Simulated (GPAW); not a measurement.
# MoS2 (P6_3/mmc) in GPAW: dielectric tensor with PBE+U

Aim: the dielectric tensor of MoS2 with PBE+U.

All numbers are computed with GPAW 26.7.0; they aren't measurements. Logs are shortened: lines on timing, memory, paths and dates and some standing lists are left out, and cuts for length are marked. The log counts tension as positive stress, the text compression.

**Experimental background.**

“Multiwavelength excitation Raman Scattering Analysis of bulk and 2 dimensional MoS2: Vibrational properties of atomically thin MoS2 layers”, 2015, arxiv:1506.03228 reports, for a bulk crystal of MoS2 at 300 K: band gap 1.3 eV (indirect).

How close the calculation comes is told below.

### Step 1. Starting point

It takes space group P6_3/mmc (No. 194, hexagonal). Conventional cell: a = 3.169 Å, b = 3.169 Å, c = 12.324 Å, α = 90.00°, β = 90.00°, γ = 120.00°. Around Mo (site symmetry -6m2) lie 6 S at 2.41 Å. Around S (site symmetry 3m) lie 3 Mo at 2.41 Å.

### Step 2. Dielectric tensor, PBE+U

The input, run.py:

```python
import numpy as np
from ase import Atoms
from ase.dft.bandgap import bandgap
from ase.io import write
from gpaw import GPAW, PW
from gpaw.response.df import DielectricFunction

atoms = Atoms(['Mo', 'Mo', 'S', 'S', 'S', 'S'],
              cell=[[3.169, 0.0, 0.0],
                    [-1.5845, 2.7444345046, 0.0],
                    [0.0, 0.0, 12.324]],
              scaled_positions=[[0.6666666667, 0.3333333333, 0.75],
                                [0.3333333333, 0.6666666667, 0.25],
                                [0.6666666667, 0.3333333333, 0.377],
                                [0.3333333333, 0.6666666667, 0.877],
                                [0.6666666667, 0.3333333333, 0.123],
                                [0.3333333333, 0.6666666667, 0.623]],
              pbc=True)

calc = GPAW(mode=PW(450),
            xc='PBE',
            kpts={'size': (8, 8, 2), 'gamma': True},
            occupations={'name': 'fermi-dirac', 'width': 0.001},
            setups={'Mo': ':d,4.0'},
            nbands=46,
            convergence={'density': 1e-06},
            maxiter=150,
            txt='gpaw.txt')
atoms.calc = calc
energy = atoms.get_potential_energy()
calc.write('gs.gpw')
write('result.traj', atoms)
print(f'Energy: {energy:.6f} eV')
print('Fermi level:', round(calc.get_fermi_level(), 4), 'eV')
print(f'Gap: {bandgap(calc)[0]:.4f} eV, direct: {bandgap(calc, direct=True)[0]:.4f} eV')

for size in [(12, 12, 3)]:
    name = 'x'.join(str(n) for n in size)
    dense = calc.fixed_density(kpts={'size': size, 'gamma': True},
                               nbands=80, convergence={'bands': 74, 'eigenstates': 1e-7},
                               update_fermi_level=True, txt=f'dense-{name}.txt')
    dense.write(f'{name}.gpw', mode='all')
    df = DielectricFunction(f'{name}.gpw', frequencies=np.array([0.0]), hilbert=False, eta=0.001,
                            ecut=80, nbands=74, intraband=False, txt=f'df-{name}.txt')
    for xc in ['RPA']:
        for direction in ['x', 'y', 'z', [0, 1, 1], [1, 0, 1], [1, 1, 0]]:
            e0, e = df.get_macroscopic_dielectric_constant(xc=xc, direction=direction)
            print(f'{name} {xc} {direction}: {e0:.4f} without, {e:.4f} with local fields')
```

Potentials or basis: GPAW PAW data sets (gpaw-data 1.2.1), pw.

On the command line:

```console
$ OMP_NUM_THREADS=1 python run.py
```

gpaw.txt:

```text
__  _  _
 | _ |_)|_||  |
 |__||  | ||/\| - 26.7.0

Input parameters:
  mode=PW(ecut=450.00000000000006),
  convergence={'density': 1e-06},
  kpts=MonkhorstPack(size=(8, 8, 2), gamma=True),
  maxiter=150,
  nbands=46,
  occupations=Occupations(name='fermi-dirac', width=0.001),
  setups={'Mo': ':d,4.0'},
  xc=XC(name='PBE')

Diagonalizing LCAO Hamiltonian
Converting LCAO to pw mode

        S

           Mo
        S

           S
        Mo

           S

Atoms  # Å, Bohr magnetons
|   | symbol |         x |        y |         z |    initial magnetic moments |
|---|--------|-----------|----------|-----------|-----------------------------|
| 0 |     Mo |  1.584500 | 0.914812 |  9.243000 | ( 0.0000,  0.0000,  0.0000) |
| 1 |     Mo | -0.000000 | 1.829623 |  3.081000 | ( 0.0000,  0.0000,  0.0000) |
| 2 |      S |  1.584500 | 0.914812 |  4.646148 | ( 0.0000,  0.0000,  0.0000) |
| 3 |      S | -0.000000 | 1.829623 | 10.808148 | ( 0.0000,  0.0000,  0.0000) |
| 4 |      S |  1.584500 | 0.914812 |  1.515852 | ( 0.0000,  0.0000,  0.0000) |
| 5 |      S | -0.000000 | 1.829623 |  7.677852 | ( 0.0000,  0.0000,  0.0000) |

Unit cell  # Å
| periodic |         x |        y |         z |   lengths |     angles |
|----------|-----------|----------|-----------|-----------|------------|
|      yes |  3.169000 | 0.000000 |  0.000000 |  3.169000 |  90.000000 |
|      yes | -1.584500 | 2.744435 |  0.000000 |  3.169000 |  90.000000 |
|      yes |  0.000000 | 0.000000 | 12.324000 | 12.324000 | 120.000000 |

Number of symmetries: 12
Symmetry operations  # r_c * U_cc + t_c -> r_c
|    | kind |            matrix            |
|----|------|------------------------------|
|  0 |  σ   |  1, 1, 0,  0,-1, 0,  0, 0, 1 |
|  1 |  S6  |  1, 1, 0, -1, 0, 0,  0, 0,-1 |
|  2 |  E   |  1, 0, 0,  0, 1, 0,  0, 0, 1 |
|  3 |  C2  |  1, 0, 0, -1,-1, 0,  0, 0,-1 |
|  4 |  C2  |  0, 1, 0,  1, 0, 0,  0, 0,-1 |
|  5 |  C3  |  0, 1, 0, -1,-1, 0,  0, 0, 1 |
|  6 |  S6  |  0,-1, 0,  1, 1, 0,  0, 0,-1 |
|  7 |  σ   |  0,-1, 0, -1, 0, 0,  0, 0, 1 |
|  8 |  σ   | -1, 0, 0,  1, 1, 0,  0, 0, 1 |
|  9 |  i   | -1, 0, 0,  0,-1, 0,  0, 0,-1 |
| 10 |  C3  | -1,-1, 0,  1, 0, 0,  0, 0, 1 |
| 11 |  C2  | -1,-1, 0,  0, 1, 0,  0, 0,-1 |

BZ-sampling:
  Number of BZ points: 128
  Number of IBZ points: 20

  Monkhorst-Pack size: [8, 8, 2]
  Monkhorst-Pack shift: [0.0625, 0.0625, 0.25]

K-points  # in reciprocal-cell coordinates
|     |                                coordinates |     weight |
|-----|--------------------------------------------|------------|
|   0 | (  0.00000000,   0.00000000,   0.00000000) | 0.00781250 |
|   1 | (  0.00000000,   0.00000000,   0.50000000) | 0.00781250 |
|   2 | (  0.12500000,   0.00000000,   0.00000000) | 0.04687500 |
|   3 | (  0.12500000,   0.00000000,   0.50000000) | 0.04687500 |
|   4 | (  0.25000000,  -0.12500000,   0.00000000) | 0.04687500 |
|   5 | (  0.25000000,  -0.12500000,   0.50000000) | 0.04687500 |
|   6 | (  0.25000000,   0.00000000,   0.00000000) | 0.04687500 |
|   7 | (  0.25000000,   0.00000000,   0.50000000) | 0.04687500 |
|   8 | (  0.37500000,  -0.12500000,   0.00000000) | 0.09375000 |
|   9 | (  0.37500000,  -0.12500000,   0.50000000) | 0.09375000 |
| ... |                                            |            |
|  19 | (  0.50000000,   0.50000000,   0.50000000) | 0.02343750 |

Plane wave coefficients: 2382
Cutoff: 450.00000000000006 eV

Spin-components: 1 (collinear spins)
Bands:           46
Projectors:      32
Spin-degeneracy: 2
Datatype:        complex128

Parallelization:
  kpt:    1
  domain: 1
  band:   1

Density:
  Valence electrons: 52.0
  Components: 1
  Grid points: [16 16 63]
  Charge: 0.0  # |e|

Potential:
  Grid points: [16 16 63]

species:
  Mo:
    name:    Molybdenum
    Z:       42.0
    valence: 14
    core:    28
    charge:  0.0  # [|e|]
    Hubbard: {U: 4.0,  # eV
              l: 2,
              scale: True}
    compensation charges:
      type: gauss
      rc: 0.38  # [Å]
      lmax: 2
    cutoffs:
      filter: 2.16  # [Å]
      core: 1.42  # [Å]
    projectors
    | kind |    occ | energy [eV] | rcut [Å] |
    |------|--------|-------------|----------|
    |   4s |  2.000 |     -64.307 |    1.238 |
    |   5s |  1.000 |      -4.084 |    1.238 |
    |   4p |  6.000 |     -38.491 |    1.296 |
    |   5p |  0.000 |      -1.044 |    1.296 |
    |   4d |  5.000 |      -3.754 |    1.296 |
    |    d |        |      23.458 |    1.296 |

    Using partial waves for Mo as LCAO basis

  S:
    name:    Sulfur
    Z:       16.0
    valence: 6
    core:    10
    charge:  0.0  # [|e|]
    compensation charges:
      type: gauss
      rc: 0.24  # [Å]
      lmax: 2
    cutoffs:
      filter: 1.77  # [Å]
      core: 1.66  # [Å]
    projectors
    | kind |    occ | energy [eV] | rcut [Å] |
    |------|--------|-------------|----------|
    |   3s |  2.000 |     -17.254 |    0.974 |
    |   3p |  4.000 |      -7.008 |    0.979 |
    |    s |        |       9.957 |    0.974 |
    |    p |        |      20.203 |    0.979 |
    |    d |        |       0.000 |    0.900 |

    Using partial waves for S as LCAO basis

Reference energy: -263698.624853  # eV

eigensolver:
  PPCG
  Converge bands: occupied
  niter=2

density mixing:
  MSR1-Mixer
  Pratt-step length: 0.05
  Maximum mixing coefficient: 0.75
  Old densities: 10
  SVD Regularization: 0.005
  Good broyden scale: 1.0
  Trust region scale: 1.0
  Backstep threshold: 4.0
  History deletion threshold: 6.0
  Fourier metric: weight=20.0, sigma=0.015

occupation numbers:
  Fermi-Dirac:
    width: 0.0010  # eV

poisson solver:
  ecut: 3600.0000000000005  # eV

xc functional:
  name: PBE with 2 nearest neighbor stencil

convergence criteria:
- Maximum integral of absolute [dens]ity change: 1e-06 electrons / valence electron
- Maximum [total energy] change in last 3 cyles: 0.0005 eV / valence electron
- Maximum integral of absolute [eigenst]ate change: 4e-08 eV^2 / valence electron
maximum number of iterations: 150

SCF iterations
|iter     | |      energy | eigst |  dens |
|---------|-|-------------|-------|-------|
|iter:   1| |  -37.141019 | +0.50 |       |
|iter:   2| |  -36.340839 | -1.17 | -0.98 |
|iter:   3| |  -34.288536 | -1.12 | -1.05 |
|iter:   4| |  -34.156976 | -1.91 | -1.45 |
|iter:   5| |  -34.161675 | -2.62 | -1.76 |
|iter:   6| |  -34.165488c| -3.09 | -2.04 |
|iter:   7| |  -34.160688c| -4.06 | -2.51 |
|iter:   8| |  -34.161729c| -4.88 | -2.97 |
|iter:   9| |  -34.162596c| -4.94 | -3.29 |
|iter:  10| |  -34.162709c| -5.21 | -3.59 |
|iter:  11| |  -34.162723c| -6.59 | -3.99 |
|iter:  12| |  -34.162725c| -7.47c| -4.48 |
|iter:  13| |  -34.162725c| -7.49c| -4.86 |
|iter:  14| |  -34.162725c| -8.09c| -5.31 |
|iter:  15| |  -34.162725c| -8.55c| -5.84 |
|iter:  16| |  -34.162725c| -9.10c| -6.41c|

Converged in 16 steps
Energy contributions relative to reference atoms: (reference = -263698.624853)

Energy contributions:
  Kinetic:          -0.762123
  Coulomb:         -11.364463
  Zero:             -0.335971
  External:          0.000000
  Xc:              -21.700167
  Entropy:          -0.000000
  Spinorbit:         0.000000
  ----------------------------
  Free energy:     -34.162725
  Extrapolated:    -34.162725

dipole moment: (0.000001, 0.000002, 0.000007)  # |e|*Ang

Fermi level: 9.066
Eigenvalues  # (at kpt = [0.000, 0.000, 0.000])
| band index |      eig [eV] | occ [0-2] |
|------------|---------------|-----------|
|          0 |       -53.495 |     2.000 |
|        ... |               |           |
|         18 |         4.949 |     2.000 |
|         19 |         6.140 |     2.000 |
|         20 |         6.140 |     2.000 |
|         21 |         6.189 |     2.000 |
|         22 |         6.189 |     2.000 |
|         23 |         6.820 |     2.000 |
|         24 |         7.013 |     2.000 |
|         25 |         7.982 |     2.000 |
|         26 |        10.363 |     0.000 |
|         27 |        10.363 |     0.000 |
|         28 |        10.388 |     0.000 |
|         29 |        10.388 |     0.000 |
|         30 |        10.450 |     0.000 |
|         31 |        10.450 |     0.000 |
|         32 |        10.621 |     0.000 |
|         33 |        10.621 |     0.000 |
|        ... |               |           |
|         45 |        20.595 |     0.000 |

Gap: 1.112 eV
Transition (v -> c):
  (s=0, k=0, n=25, [0.00, 0.00, 0.00]) -> (s=0, k=8, n=26, [0.38, -0.12, 0.00])
Direct/indirect transitions are different
Direct gap: 1.682 eV
Transition at: (s=0, k=12, n=25, [0.38, 0.38, 0.00])
# Writing to gs.gpw (mode='')
```

Run time: 5.5 min. Hardware: 1 thread of Arm Neoverse V2, shared host; peak memory 0.57 GiB.

Results:

```yaml
Free_energy: -34.1627 eV
Band_gap_on_the_k_mesh: 1.11 eV, indirect (least direct gap 1.68 eV)
Electronic_dielectric_tensor_diagonal: 13.69, 13.69, 5.92
```

Electronic dielectric tensor:
```
13.69  0.00  0.00
 0.00 13.69  0.00
 0.00  0.00  5.92
```

Caveat: the long-wavelength limit can be off by several per cent where d states take part; response on these states lacks terms of the Hamiltonian; an odd mesh through Γ misses points on the zone boundary, where band edges often lie; this functional lacks dispersion, which binds the layers, so the pressure and a relaxed spacing across them are unreliable.

### Step 3. For comparison

An earlier run on the cell as given: functional PBEsol; potentials or basis PAW data sets generated in the run's folder for this functional; cutoff 600 eV; basis pw; k mesh 10 × 10 × 3; occupations fermi-dirac, width 0.05 eV; no spin polarisation.

- Pressure: -3.1 GPa
- Largest force: 0.313 eV/Å
- Band gap on the k mesh: 0.88 eV, indirect (least direct gap 1.85 eV)

### Step 4. How close it comes

Step 2. A measured gap of MoS2 is 1.3 eV (indirect; 300 K; “Multiwavelength excitation Raman Scattering Analysis of bulk and 2 dimensional MoS2: Vibrational properties of atomically thin MoS2 layers”, 2015, arxiv:1506.03228); the calculated 1.11 eV misses it by -0.19 eV. Spin-orbit coupling on Mo is left out. The value is that of PBE+U on a finite k mesh, which can miss the band edges, without temperature or zero-point motion.
